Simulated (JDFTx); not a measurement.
# Nb under changes of volume

One of the cells (18.922 Å³/atom); the others are scaled copies at fixed shape and fractional positions:

```
Nb
1.0
     0.00000    2.11500    2.11500
     2.11500    0.00000    2.11500
     2.11500    2.11500    0.00000
Nb
1
Direct
  0.00000 0.00000 0.00000
```

This isn't the form of Nb at room conditions, which is bcc.

* Program: JDFTx 1.7.0 (patched build)
* Functional: PBEsol
* Potentials or basis: PseudoDojo-SR-PBEsol-0.4.1-standard with smoothed tails
* Cutoff: 1116 eV
* Density cutoff: 4463 eV
* k mesh: 11 × 11 × 11
* Occupations: fermi-dirac, width 0.05 eV
* Spin: no spin polarisation

```csv
volume (Å³/atom),energy over the lowest point (meV/atom),pressure (GPa)
17.786,2.92,3.1
18.165,0.00,-0.7
18.543,5.78,-4.2
18.922,19.41,-7.3
19.300,40.13,-10.1
19.679,?,?
20.057,99.97,-14.9
```

Task: What does the run at 19.679 Å³/atom give?

Result: Energy over the lowest point 67.21 meV/atom; pressure -12.6 GPa.

Worked out: A Birch-Murnaghan fit of order 3 (a polynomial in V^(-2/3)) to the other rows has its minimum at 18.10 Å³/atom with B0 = V·E''(V) = 180 GPa and B' = 4.1. It gives 67.22 meV/atom at 19.679 Å³/atom, against the run's 67.21, and -dE/dV = -12.7 GPa, against -12.6.

Energies are extrapolated to zero smearing.
